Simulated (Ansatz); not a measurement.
Runs of Ansatz 0.2.0 on PbSe (Clausthalite). The structure is cubic, space group Fm-3m (No. 225). Conventional cell: a = 6.121 Å, b = 6.121 Å, c = 6.121 Å, α = 90.00°, β = 90.00°, γ = 90.00°. Pb (site symmetry m-3m) has 6 Se at 3.06 Å as nearest neighbours. Se (site symmetry m-3m) is surrounded by 6 Pb at 3.06 Å. 

| task | level | potentials or basis | spin | cell | k mesh | cutoff (eV) | smearing | gap on the mesh (eV) | pressure (GPa) | relaxed volume (Å³/atom) |
| --- | --- | --- | --- | --- | --- | --- | --- | --- | --- | --- |
| relaxation of cell and atoms | PBE | all-electron LAPW, scalar-relativistic | off | relaxed | 8 × 8 × 8 | - | fermi-dirac 0.05 eV | - | 0.0 | (b) |
| single point | PBE | all-electron LAPW, scalar-relativistic | off | as given | 8 × 8 × 8 | 188 | gaussian 0.028 eV | 0.28 | (c) | - |
| relaxation of cell and atoms | PBEsol+D4 | all-electron LAPW, scalar-relativistic | off | relaxed | 8 × 8 × 8 | - | fermi-dirac 0.05 eV | - | 0.0 | 27.76 |
| band structure | LDA | all-electron LAPW, relativistic spinors | SOC, no magnetisation | as given | 6 × 6 × 6 | 188 | fermi-dirac 0.05 eV | 0.30 | -2.7 | - |
| band structure | RPBE | all-electron LAPW, scalar-relativistic | off | as given | 8 × 8 × 8 | 187 | fermi-dirac 0.05 eV | 0.37 | (a) | - |

Alike in all rows: basis error allowed 0.001 eV/atom.

Question: Fill in the values left out.

Answer: (a) 4.2; (b) 30.04; (c) 2.4.

Caveats: spin-orbit coupling is left out, which as a rule narrows the gap of such compounds by several tenths of an eV (some runs).

A k mesh can miss the band edges, and rows without SOC leave out spin-orbit coupling on Pb, Se.
